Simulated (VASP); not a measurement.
# TaC (Fm-3m) in VASP: further runs

Runs on TaC. Level: PBE. Tasks: single point.

Program: VASP 6.6.1. These are calculated values, not measurements. Logs are shortened: lines on timing, memory, paths and dates and some standing lists are left out, and cuts for length are marked.

**1. Starting point**

The structure is cubic, space group Fm-3m (No. 225). The conventional cell has a = 4.446 Å, b = 4.446 Å, c = 4.446 Å, α = 90.00°, β = 90.00°, γ = 90.00°. Ta (site symmetry m-3m) has 6 C at 2.22 Å as nearest neighbours. C (site symmetry m-3m) has 6 Ta at 2.22 Å as nearest neighbours.

**2. Single point, PBE**

INCAR

```
PREC = Accurate
ENCUT = 500
EDIFF = 1E-6
ISMEAR = 0
SIGMA = 0.02
LREAL = F
LASPH = T
NELM = 80
ALGO = Normal
ISIF = 2
LWAVE = F
LCHARG = F
GGA = PE
```

KPOINTS

```
regular mesh
0
Gamma
  5 5 5
```

POSCAR

```
TaC
1.0
    0.0000000000      2.2230000000      2.2230000000
    2.2230000000      0.0000000000      2.2230000000
    2.2230000000      2.2230000000      0.0000000000
Ta C
1 1
Direct
    0.0000000000      0.0000000000      0.0000000000
    0.5000000000      0.5000000000      0.5000000000
```

Potentials or basis: VASP PAW PBE potentials, release 64 (Ta_sv_GW, C_GW).

The run is started by

```sh
> cat potpaw_PBE.64/Ta_sv_GW/POTCAR potpaw_PBE.64/C_GW/POTCAR > POTCAR
> mpirun -np 1 vasp_std > vasp.out
```

OUTCAR:

```text
PREC = Accurate
   ENCUT = 500
   EDIFF = 1E-6
   ISMEAR = 0
   LREAL = F
   LASPH = T
   NELM = 80
   ISIF = 2
   GGA = PE

 ion  position               nearest neighbor table
   1  0.000  0.000  0.000-   2 2.22   2 2.22   2 2.22   2 2.22   2 2.22   2 2.22
   2  0.500  0.500  0.500-   1 2.22   1 2.22   1 2.22   1 2.22   1 2.22   1 2.22

  LATTYP: Found a face centered cubic cell.
 ALAT       =     4.4460000000

  Lattice vectors:

 A1 = (   0.0000000000,   2.2230000000,   2.2230000000)
 A2 = (   2.2230000000,   0.0000000000,   2.2230000000)
 A3 = (   2.2230000000,   2.2230000000,   0.0000000000)

Analysis of symmetry for initial positions (statically):
=====================================================================
 Subroutine PRICEL returns:
 Original cell was already a primitive cell.

 Routine SETGRP: Setting up the symmetry group for a
 face centered cubic supercell.

 Subroutine GETGRP returns: Found 48 space group operations
 (whereof 48 operations were pure point group operations)
 out of a pool of 48 trial point group operations.

The static configuration has the point symmetry O_h .

Analysis of symmetry for dynamics (positions and initial velocities):
=====================================================================
 Subroutine PRICEL returns:
 Original cell was already a primitive cell.

 Routine SETGRP: Setting up the symmetry group for a
 face centered cubic supercell.

 Subroutine GETGRP returns: Found 48 space group operations
 (whereof 48 operations were pure point group operations)
 out of a pool of 48 trial point group operations.

The dynamic configuration has the point symmetry O_h .

 Subroutine INISYM returns: Found 48 space group operations
 (whereof 48 operations are pure point group operations),
 and found     1 'primitive' translations

----------------------------------------------------------------------------------------

                                     Primitive cell

  volume of cell :      21.9709

  direct lattice vectors                    reciprocal lattice vectors
     0.000000000  2.223000000  2.223000000    -0.224921278  0.224921278  0.224921278
     2.223000000  0.000000000  2.223000000     0.224921278 -0.224921278  0.224921278
     2.223000000  2.223000000  0.000000000     0.224921278  0.224921278 -0.224921278

  length of vectors
     3.143796749  3.143796749  3.143796749     0.389575080  0.389575080  0.389575080

  position of ions in fractional coordinates (direct lattice)
     0.000000000  0.000000000  0.000000000
     0.500000000  0.500000000  0.500000000

  ion indices of the primitive-cell ions
   primitive index   ion index
                 1           1
                 2           2

----------------------------------------------------------------------------------------

 KPOINTS: regular mesh

Automatic generation of k-mesh.
 Grid dimensions read from file:
 generate k-points for:    5    5    5

 Generating k-lattice:

  Cartesian coordinates                     Fractional coordinates (reciprocal lattice)
    -0.044984256  0.044984256  0.044984256     0.200000000  0.000000000  0.000000000
     0.044984256 -0.044984256  0.044984256     0.000000000  0.200000000  0.000000000
     0.044984256  0.044984256 -0.044984256     0.000000000  0.000000000  0.200000000

  Length of vectors
     0.077915016  0.077915016  0.077915016

  Shift w.r.t. Gamma in fractional coordinates (k-lattice)
     0.000000000  0.000000000  0.000000000

 Subroutine IBZKPT returns following result:
 ===========================================

 Found     10 irreducible k-points:

 Following reciprocal coordinates:
            Coordinates               Weight
  0.000000  0.000000  0.000000      1.000000
  0.200000  0.000000  0.000000      8.000000
  0.400000  0.000000  0.000000      8.000000
  0.200000  0.200000  0.000000      6.000000
  0.400000  0.200000  0.000000     24.000000
 -0.400000  0.200000  0.000000     24.000000
 -0.200000  0.200000  0.000000     12.000000
  0.400000  0.400000  0.000000      6.000000
 -0.400000  0.400000  0.000000     12.000000
 -0.400000  0.400000  0.200000     24.000000
   k-points           NKPTS =     10   k-points in BZ     NKDIM =     10   number of bands    NBANDS=     12
   number of dos      NEDOS =    301   number of ions     NIONS =      2
   total plane-waves  NPLWV =  13824
   dimension x,y,z NGX =    24 NGY =   24 NGZ =   24
   dimension x,y,z NGXF=    48 NGYF=   48 NGZF=   48
   ions per type =               1   1
   NGX,Y,Z   is equivalent  to a cutoff of  12.69, 12.69, 12.69 a.u.
   NGXF,Y,Z  is equivalent  to a cutoff of  25.38, 25.38, 25.38 a.u.
 SYSTEM =  unknown system
   PREC   = accura    normal or accurate (medium, high low for compatibility)
   ISTART =      0    job   : 0-new  1-cont  2-samecut
   ICHARG =      2    charge: 1-file 2-atom 10-const
   ISPIN  =      1    spin polarized calculation?
   LNONCOLLINEAR =      F non collinear calculations
   LSORBIT =      F    spin-orbit coupling
   LASPH  =      T    aspherical Exc in radial PAW
   ENCUT  =  500.0 eV  36.75 Ry    6.06 a.u.   5.73  5.73  5.73*2*pi/ulx,y,z
   NELM   =     80;   NELMIN=  2; NELMDL= -5     # of ELM steps
   EDIFF  = 0.1E-05   stopping-criterion for ELM
   LREAL  =      F    real-space projection
   EDIFFG = 0.1E-04   stopping-criterion for IOM
   NSW    =      0    number of steps for IOM
   IBRION =     -1    ionic relax: 0-MD 1-quasi-New 2-CG
   NFREE  =      0    steps in history (QN), initial steepest desc. (CG)
   ISIF   =      2    stress and relaxation
   ISYM   =      2    0-nonsym 1-usesym 2-fastsym
   POTIM  = 0.5000    time-step for ionic-motion
   TEBEG  =    0.0;   TEEND  =   0.0 temperature during run
   PSTRESS=    0.0 pullay stress
   NELECT =      17.0000    total number of electrons
   NUPDOWN=      -1.0000    fix difference up-down
   EMIN   =  10.00;   EMAX   =-10.00  energy-range for DOS
   EFERMI =   0.00;   METHOD = LEGACY
   ISMEAR =     0;   SIGMA  =   0.02  broadening in eV -4-tet -1-fermi 0-gaus
   EFERMI_NEDOS =   21; number of points for ismear=-14 and -15
   IALGO  =     38    algorithm
   IMIX   =      4    mixing-type and parameters
     AMIX     =   0.40;   BMIX     =  1.00
     AMIX_MAG =   1.60;   BMIX_MAG =  1.00
  volume/ion in A,a.u.               =      10.99        74.13
  Fermi-wavevector in a.u.,A,eV,Ry     =   1.502940  2.840145 30.733234  2.258829
  Thomas-Fermi vector in A             =   2.614115
   LORBIT       =      0    0 simple, 1 ext, 2 COOP (PROOUT), +10 PAW based schemes
   GGA     = PE    functional components
   LHFCALC =     F    Hartree Fock is set to
   AEXX    =    0.0000 exact exchange contribution
   IVDW    =     0    specifies the selected vdW correction
   LEPSILON=     F    determine dielectric tensor
   LRPA    =     F    only Hartree local field effects (RPA)
 non-spin polarized calculation
 Gauss-broadening in eV      SIGMA  =   0.02
  energy-cutoff  :      500.00
  volume of cell :       21.97
 maximum number of plane-waves:       565
   NGX = 11   NGY = 11   NGZ = 11

 number of electron      16.9999998 magnetization

 Free energy of the ion-electron system (eV)
  ---------------------------------------------------
  ext. energy  EPLUGINS =         0.00000000
  ---------------------------------------------------
  free energy    TOTEN  =       -24.73825037 eV

  energy without entropy =      -24.73702903  energy(sigma->0) =      -24.73763970

 E-fermi :  12.5087     XC(G=0): -13.5588

 val. band max:       12.5004817242   @ k =   0.2000   0.0000   0.0000
 cond. band min:      12.8846033352   @ k =  -0.2000   0.2000   0.0000
 fundamental gap:      0.3841216110
 Fermi energy:        12.5086716219

 k-point     1 :       0.0000    0.0000    0.0000
  band No.  band energies     occupation
      1     -56.2457      2.00000
      2     -22.4515      2.00000
      3     -22.4515      2.00000
      4     -22.4515      2.00000
      5      -2.2643      2.00000
      6      11.2456      2.00000
      7      11.2456      2.00000
      8      11.2456      2.00000
      9      12.0877      2.00000
     10      12.0877      2.00000
     11      12.0877      2.00000
     12      13.2547      0.00000

 k-point     2 :       0.2000    0.0000    0.0000
  band No.  band energies     occupation
      1     -56.2294      2.00000
      2     -22.7148      2.00000
      3     -22.4784      2.00000
      4     -22.4784      2.00000
      5      -1.1927      2.00000
      6       8.2390      2.00000
      7       9.0568      2.00000
      8       9.0568      2.00000
      9      12.5005      1.43751
     10      12.5005      1.43749
     11      13.2999      0.00000
     12      17.1995      0.00000

 k-point     3 :       0.4000    0.0000    0.0000
  band No.  band energies     occupation
      1     -56.2029      2.00000
      2     -23.1157      2.00000
      3     -22.5215      2.00000
      4     -22.5215      2.00000
      5       1.2885      2.00000
      6       4.8203      2.00000
      7       7.2947      2.00000
      8       7.2947      2.00000
      9      14.7823      0.00000
     10      14.7823      0.00000
     11      15.1652      0.00000
     12      19.4981      0.00000

 k-point     4 :       0.2000    0.2000    0.0000
  band No.  band energies     occupation
      1     -56.2240      2.00000
      2     -22.6938      2.00000
      3     -22.5407      2.00000
      4     -22.5407      2.00000
      5      -0.9892      2.00000
      6       7.2583      2.00000
      7       9.8279      2.00000
      8      10.1636      2.00000
      9      10.1636      2.00000
     10      13.8553      0.00000
     11      14.9954      0.00000
     12      14.9954      0.00000

 k-point     5 :       0.4000    0.2000    0.0000
  band No.  band energies     occupation
      1     -56.2008      2.00000
      2     -22.9847      2.00000
      3     -22.6202      2.00000
      4     -22.5943      2.00000
      5       0.4406      2.00000
      6       5.8790      2.00000
      7       7.8304      2.00000
      8       8.7406      2.00000
      9      11.6749      2.00000
     10      15.4440      0.00000
     11      16.1602      0.00000
     12      17.9163      0.00000

 k-point     6 :      -0.4000    0.2000    0.0000
  band No.  band energies     occupation
      1     -56.1919      2.00000
      2     -23.0805      2.00000
      3     -22.7135      2.00000
      4     -22.5664      2.00000
      5       1.5030      2.00000
      6       4.8731      2.00000
      7       7.4801      2.00000
      8       7.5620      2.00000
      9      14.3090      0.00000
     10      14.9702      0.00000
     11      15.7513      0.00000
     12      19.6341      0.00000

 k-point     7 :      -0.2000    0.2000    0.0000
  band No.  band energies     occupation
      1     -56.2096      2.00000
      2     -22.8990      2.00000
      3     -22.6467      2.00000
      4     -22.4948      2.00000
      5       0.1949      2.00000
      6       6.2321      2.00000
      7       7.7529      2.00000
      8       8.1093      2.00000
      9      12.8846      0.00000
     10      14.9025      0.00000
     11      15.2180      0.00000
     12      16.6478      0.00000

 k-point     8 :       0.4000    0.4000    0.0000
  band No.  band energies     occupation
      1     -56.1886      2.00000
      2     -23.0446      2.00000
      3     -22.6825      2.00000
      4     -22.6825      2.00000
      5      -0.0814      2.00000
      6       7.2015      2.00000
      7       8.2325      2.00000
      8      10.5995      2.00000
      9      10.5995      2.00000
     10      15.0045      0.00000
     11      16.8027      0.00000
     12      16.8027      0.00000

 k-point     9 :      -0.4000    0.4000    0.0000
  band No.  band energies     occupation
      1     -56.1831      2.00000
      2     -23.0278      2.00000
      3     -22.8191      2.00000
      4     -22.6654      2.00000
      5       0.3660      2.00000
      6       7.1499      2.00000
      7       7.7601      2.00000
      8       9.2124      2.00000
      9      11.4278      2.00000
     10      16.1031      0.00000
     11      16.6833      0.00000
     12      17.8850      0.00000

 k-point    10 :      -0.4000    0.4000    0.2000
  band No.  band energies     occupation
      1     -56.1865      2.00000
      2     -22.9848      2.00000
      3     -22.8167      2.00000
      4     -22.6576      2.00000
      5       0.7976      2.00000
      6       6.3818      2.00000
      7       7.6148      2.00000
      8       8.0528      2.00000
      9      13.1798      0.00000
     10      15.1163      0.00000
     11      16.6931      0.00000
     12      17.5598      0.00000

------------------------ aborting loop because EDIFF is reached ----------------------------------------

  FORCE on cell =-STRESS in cart. coord.  units (eV):
  Direction    XX          YY          ZZ          XY          YZ          ZX
  --------------------------------------------------------------------------------------
  -------------------------------------------------------------------------------------
  Total        0.8070044      0.8070044      0.8070044     -0.0000000     -0.0000000      0.0000000
  in kB       58.8488652     58.8488652     58.8488652     -0.0000000     -0.0000000      0.0000000
  external PRESSURE =      58.8488652 kB  Pullay stress =       0.0000000 kB

 VOLUME and BASIS-vectors are now :
 -----------------------------------------------------------------------------
  energy-cutoff  :      500.00
  volume of cell :       21.97
      direct lattice vectors                 reciprocal lattice vectors
     0.000000000  2.223000000  2.223000000    -0.224921278  0.224921278  0.224921278
     2.223000000  0.000000000  2.223000000     0.224921278 -0.224921278  0.224921278
     2.223000000  2.223000000  0.000000000     0.224921278  0.224921278 -0.224921278

 POSITION                                       TOTAL-FORCE (eV/Angst)
 -----------------------------------------------------------------------------------
      0.00000      0.00000      0.00000         0.000000      0.000000     -0.000000
      2.22300      2.22300      2.22300        -0.000000      0.000000      0.000000
 -----------------------------------------------------------------------------------
    total drift:                                0.000000     -0.000000     -0.000000

  FREE ENERGIE OF THE ION-ELECTRON SYSTEM (eV)
  ---------------------------------------------------
  free  energy   TOTEN  =       -24.7382503691 eV

  energy  without entropy=      -24.7370290332  energy(sigma->0) =      -24.73763970
```

Wall time 3.1 s (1 thread of AMD EPYC 9R45 (Zen 5), shared host); peak memory 0.11 GiB.

Results:

```
Free energy            : -24.7383 eV
Pressure               : 5.9 GPa
Band gap on the k mesh : none (metal or under the smearing width)
```

Caveat: the k mesh is coarse (spacing up to 0.49 Å⁻¹), so the values aren't converged; the cutoff is under 1.25 times the usual one of these potentials, so pressure, stress and relaxed cells hold a basis-set (Pulay) error.

(Continued in part 2 of 2.)
